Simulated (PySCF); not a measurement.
An unknown is described by computed data only.

Formula: C4H10O.

- NMR, other nuclei: isotropic shieldings of nuclei other than C and H, by class: 294 (1 O) ppm [GIAO PBE0/pcSseg-1]
- Rotational structure: rotational constants A, B, C: 7.625, 3.513, 2.682 GHz [GFN2-xTB]
- Dipole: 1.69 D [PBE0/pcSseg-1]
- 1H NMR: chemical shifts (computed TMS as zero) by class: 3.58 (2 H), 1.20 (1 H), 0.99 (6 H), -0.29 (1 H) ppm [GIAO PBE0/pcSseg-1]
- Couplings: largest of the computed one-bond spin–spin couplings (means over like bonds): 13C–1H +145.6 (×2), 13C–1H +131.8 (×6), 13C–1H +131.2, 17O–1H -70.6, 13C–13C +35.0, 13C–13C +34.6 (×2), 17O–13C +20.3 Hz [B3LYP/pcJ-1, spin–dipole term left out]
- 13C NMR: chemical shifts (computed TMS as zero) by class: 74.7 (1 C), 38.4 (1 C), 20.7 (2 C) ppm [GIAO PBE0/pcSseg-1]

Gas-phase values; electronic properties from PySCF, density fitting. Levels stand in brackets. Isolated species at its GFN2-xTB geometry (one conformer only). NMR values are class means; diastereotopic atoms form classes of their own.

Q: Propose a structure and show how it fits.

A: Numbering: `[CH3:1][CH:2]([CH3:3])[CH2:4][OH:5]`. Its formula, C4H10O, gives 0 degrees of unsaturation, so no ring and no π bond. 4 carbons fall into 3 classes; from least to most shielded: carbinol carbon (C–OH) [C4] (74.7 ppm), sp3 CH carbon [C2] (38.4 ppm), methyl carbon [C1/C3] (20.7 ppm, 2 C). Hydrogen classes from least to most shielded: 2 H on a carbinol carbon (C–OH), C4 (3.58 ppm, a mean of values up to 0.8 ppm apart in this geometry), 1 H on an sp3 CH carbon, C2 (1.20 ppm), 6 H on 2 methyl carbons, C1/C3 (0.99 ppm, a mean of values up to 1.6 ppm apart in this geometry), 1 H on an alcohol oxygen, O5 (-0.29 ppm). The other shieldings belong to: 294 ppm, alcohol oxygen [O5]. The couplings run between: +145.6 Hz, carbinol carbon (C–OH) [C4] and its hydrogen (with 1 like pair); +131.8 Hz, methyl carbon [C1] and its hydrogen (with 5 like pairs); +131.2 Hz, sp3 CH carbon [C2] and its hydrogen; -70.6 Hz, alcohol oxygen [O5] and its hydrogen; +35.0 Hz, sp3 CH carbon [C2] and carbinol carbon (C–OH) [C4]; +34.6 Hz, methyl carbon [C1] and sp3 CH carbon [C2] (with 1 like pair); +20.3 Hz, alcohol oxygen [O5] and carbinol carbon (C–OH) [C4]. The optimised geometry has point group C1 and is an asymmetric top. Structure: `CC(C)CO` (isobutanol). Computed isomers that give other values at the same levels: `CC(C)(C)O` (rotational constant A: 4.729 GHz; this holds for the one conformer computed); `CCCCO` (rotational constant A: 12.945 GHz; this holds for the one conformer computed); `COC(C)C` (13C chemical shifts (computed TMS as zero) by class: 77.4 (1 C), 58.5 (1 C), 23.5 (2 C) ppm). The assignments are read from this structure; whether some other isomer fits the data as well wasn't checked.

Conformer computed: `[CH3:1][CH:2]([CH3:3])[CH2:4][OH:5]`: C1–C2–C4–O5 62°, H–O5–C4–C2 58°.
